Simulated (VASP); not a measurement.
MgS, 4 atoms in the cell. It takes space group Imm2 (No. 44, orthorhombic). The conventional cell has a = 3.819 Å, b = 4.102 Å, c = 5.401 Å, α = 90.00°, β = 90.00°, γ = 90.00°. Around Mg (site symmetry mm2) lie 4 S at 2.39 to 2.41 Å. S (site symmetry mm2) is surrounded by 4 Mg at 2.39 to 2.41 Å. The cell was built by a generator and needn't be a form met in nature.

```yaml
Program: VASP 6.6.1
Task: single point
Functional: LDA
Potentials_or_basis: VASP PAW LDA potentials, release 64 (Mg, S)
Cutoff: 520 eV
k_mesh: 6 × 4 × 6
Occupations: gaussian, width 0.02 eV
Spin: no spin polarisation
Dipole_correction: no
Further_INCAR_settings: ALGO = Normal; EDIFF = 1e-06; NBANDS = 16
```

Potentials or basis: VASP PAW LDA potentials, release 64 (Mg, S).

Command:

```bash
$ cat potpaw_LDA.64/Mg/POTCAR potpaw_LDA.64/S/POTCAR > POTCAR
$ mpirun -np 1 vasp_std > vasp.out
```

Hardware: 1 thread of Intel(R) Xeon(R) Platinum 8488C (Sapphire Rapids) (shared host).

Question: How long does it take, and how much memory?

Answer: Run time: 39 s on 1 thread of Intel(R) Xeon(R) Platinum 8488C (Sapphire Rapids), with other jobs on the host, peak memory 0.19 GiB. Counts: scf iterations 12, k points 48.
